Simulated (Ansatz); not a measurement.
# Li: stiffness from a series of strains

```yaml
crystal:
  lattice:
    - [1.55050, 0.89518, 7.58830]
    - [-1.55050, 0.89518, 7.58830]
    - [0.00000, -1.79036, 7.58830]
  atoms:
    - { symbol: Li, position: [0.00000, 0.00000, 0.00000] }
    - { symbol: Li, position: [0.22200, 0.22200, 0.22200] }
    - { symbol: Li, position: [0.77800, 0.77800, 0.77800] }
```

Atoms are numbered in the order listed.

Structure: COD 9017802, as refined from experiment and not relaxed.

These are results of DFT, PBE, all-electron LAPW, scalar-relativistic in Ansatz 0.2.0, not measurements.

Settings: a Γ-centred 12×12×12 k mesh, Fermi–Dirac smearing of 0.05 eV, basis error target 1 meV/atom, no spin polarisation.

The strain is applied along the Cartesian axes of the cell as listed (γ is the engineering shear, twice εxy = εyz = εzx). Fractional coordinates are held (clamped ions).

σ is the change of stress from the unstrained cell, which is at -0.52 GPa; tension is positive, so slopes are stress–strain coefficients at that pressure. In a metal the k mesh adds noise.

Only quantities that a quadratic follows smoothly over the whole series are listed; rougher ones are left out.

```tsv
γ	σxy (GPa)	σyz (GPa)
-0.0300	-0.29	-0.14
-0.0200	-0.20	-0.10
-0.0100	-0.10	-0.06
0.0000	0.00	0.00
0.0200	0.19	0.10
0.0300	0.30	0.15
```

Task: Fit the series and read off the stiffness at zero strain.

Result: Least-squares fits y = p0 + p1 x + p2 x² to the rows give σxy (GPa): p1 = 9.8, p2 = 7.7; σyz (GPa): p1 = 4.91, p2 = 11.

Task: One run, at γ = 0.0100, is withheld. Predict its row.

Result: The fits give 0.10, 0.05; the run gave 0.10, 0.05.
